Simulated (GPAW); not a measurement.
Set up this calculation in GPAW 26.7.0, as an ASE script.

- Task: relaxation of cell and atoms
- Functional: revPBE
- Dispersion: D4
- Potentials or basis: the program's PAW data sets (release 1.2.1) made for this functional
- Cutoff: 600 eV
- Basis: pw
- k mesh: 9 × 9 × 9
- Occupations: fermi-dirac, width 0.05 eV
- Spin: no spin polarisation
- Maxiter: 150
- Optimizer: LBFGS
- Fmax: 0.01 eV/Å
- Max steps: 100
- Convergence: density=1e-05 forces=0.0001

The structure of Pb lies in POSCAR:

```
Pb
1.0
    0.0000000000      2.4750200000      2.4750200000
    2.4750200000      0.0000000000      2.4750200000
    2.4750200000      2.4750200000      0.0000000000
Pb
1
Direct
    0.0000000000      0.0000000000      0.0000000000
```

The input as run:

run.py

```python
from ase.calculators.mixing import SumCalculator
from ase.filters import FrechetCellFilter
from ase.io import read, write
from ase.optimize import LBFGS
from dftd4.ase import DFTD4
from gpaw import GPAW, PW

atoms = read('POSCAR')

calc = GPAW(mode=PW(600),
            xc='revPBE',
            kpts={'size': (9, 9, 9), 'gamma': True},
            occupations={'name': 'fermi-dirac', 'width': 0.05},
            nbands=14,
            convergence={'density': 1e-05, 'forces': 0.0001},
            maxiter=150,
            txt='gpaw.txt')
atoms.calc = SumCalculator([calc, DFTD4(method='revpbe')])
opt = LBFGS(FrechetCellFilter(atoms), trajectory='relax.traj', logfile='-')
done = opt.run(fmax=0.01, steps=100)
calc.write('gs.gpw')
write('result.traj', atoms)
print('Converged:', done)
print('Cell:', atoms.cell.cellpar().round(4))
print('Volume:', round(atoms.get_volume(), 4))
print(atoms.get_scaled_positions().round(5))
```

Potentials or basis: the program's PAW data sets (release 1.2.1) made for this functional, pw.

Command:

```sh
$ OMP_NUM_THREADS=1 python run.py
```

It gave:

```yaml
Relaxed_volume: 30.34 Å³/atom
Relaxed_cell: a = 3.501 Å, b = 3.501 Å, c = 3.501 Å, α = 60.00°, β = 60.00°, γ = 60.00°
Space_group_after_relaxing_to_0.05_Å: Fm-3m (No. 225)
Energy_gained_by_relaxing: 0.0 meV/atom
Ionic_steps: 2
Pressure_after_relaxing: 0.0 GPa
Band_gap_on_the_k_mesh: none (metal or under the smearing width)
Dispersion_energy_per_atom: -0.597 eV
```

Caveat: later steps reuse the first step's grids; pairwise dispersion overbinds metals, which lowers pressure and volume.

It took 13 s on 1 thread of Arm Neoverse V1 (shared host), peak memory 0.15 GiB.
